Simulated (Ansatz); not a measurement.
## Compressing MoP: a fit and a missing row

MoP, P-6m2, a = 3.241 Å, c = 3.195 Å. The structure is a COD entry; whether it is the stable form wasn't checked. Ansatz: PBE, PAW, 420 eV, Γ-centred 18×18×14 mesh on 2 atoms, Gaussian smearing 0.10 eV; no spin polarisation. Shape and atoms are relaxed at each volume; pressure is positive in compression.

```tsv
V (Å³/atom)	P (GPa)
13.662	15.20
14.098	?
14.534	-0.01
14.970	-5.97
15.406	-11.02
```

Task: Take V0 = 14.534 Å³/atom, count pressures from its P0 = -0.01 GPa, fit the third-order Birch–Murnaghan form to the other rows, and predict the missing pressure.

Result: With the Eulerian strain f = ½[(V0/V)^(2/3) − 1] and y = (P − P0)/[3f(1 + 2f)^(5/2)], the form is the line y = B0 + 1.5 B0 (B0′ − 4) f. Rows (f, y): 0.02106, 217.1; -0.00976, 213.8; -0.01905, 212.3. Means f = -0.002583, y = 214.40; Σ(Δf)² = 0.0008817, ΣΔfΔy = 0.1027; the slope is their ratio. y = 214.7 + 116.5 f GPa, so B0 = 214.7 GPa and B0′ = 4 + 2 × (116.5)/(3 × 214.7) = 4.36. At V = 14.098, f = 0.01026, y = 215.90 and P = 6.98 GPa. The run gave 6.98 GPa, the same to the digits shown.